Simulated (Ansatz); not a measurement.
Runs of Ansatz 0.2.0 on CsPbCl3. It takes space group Pm-3m (No. 221, cubic). The conventional cell has a = 5.605 Å, b = 5.605 Å, c = 5.605 Å, α = 90.00°, β = 90.00°, γ = 90.00°. Pb (site symmetry m-3m) is surrounded by 6 Cl at 2.80 Å. Cs (site symmetry m-3m) has 12 Cl at 3.96 Å as nearest neighbours. Cl (site symmetry 4/mmm) is surrounded by 2 Pb at 2.80 Å. 

| task | level | potentials or basis | cell | cutoff (eV) | points for each segment of the path | gap on the mesh (eV) | pressure (GPa) | relaxed volume (Å³/atom) |
| --- | --- | --- | --- | --- | --- | --- | --- | --- |
| relaxation of cell and atoms | BLYP | Ansatz PAW | relaxed | 420 | - | 3.21 | 0.0 | 39.87 |
| relaxation of cell and atoms | PBEsol | Ansatz PAW | relaxed | 420 | - | (a) | 0.0 | 35.41 |
| band structure | LDA | JTH PAW LDA | as given | 1800 | 14 | - | -1.2 | - |
| relaxation of cell and atoms | rPW86-PBE+rVV10 | Ansatz PAW | relaxed | 420 | - | (b) | 0.0 | 36.43 |

Alike in all rows: no spin polarisation; k mesh 5 × 5 × 5; smearing fermi-dirac 0.05 eV.

Task: Fill in the values left out.

Result: (a) 2.87; (b) 2.94.

Caveats: odd divisions of the mesh miss points on the zone boundary, where band edges often lie, so the gap on the mesh can be too wide (some runs); the plane-wave basis is chosen anew once the cell has moved, so the energies of steps on either side of that aren't comparable (some runs); spin-orbit coupling is left out, which as a rule narrows the gap of such compounds by several tenths of an eV (some runs); the PAW data sets come from PBE, with cores solved anew for the run's functional, which leaves a small shift of forces and pressure (some runs); the volume moved by +13 % from the deposited cell, more than functionals usually miss (some runs); spin-orbit coupling is left out, which moves the levels of the heavy elements (some runs).

A k mesh can miss the band edges, and the runs leave out spin-orbit coupling on Cs, Pb.

Runs at the PBE level aren't shown here.
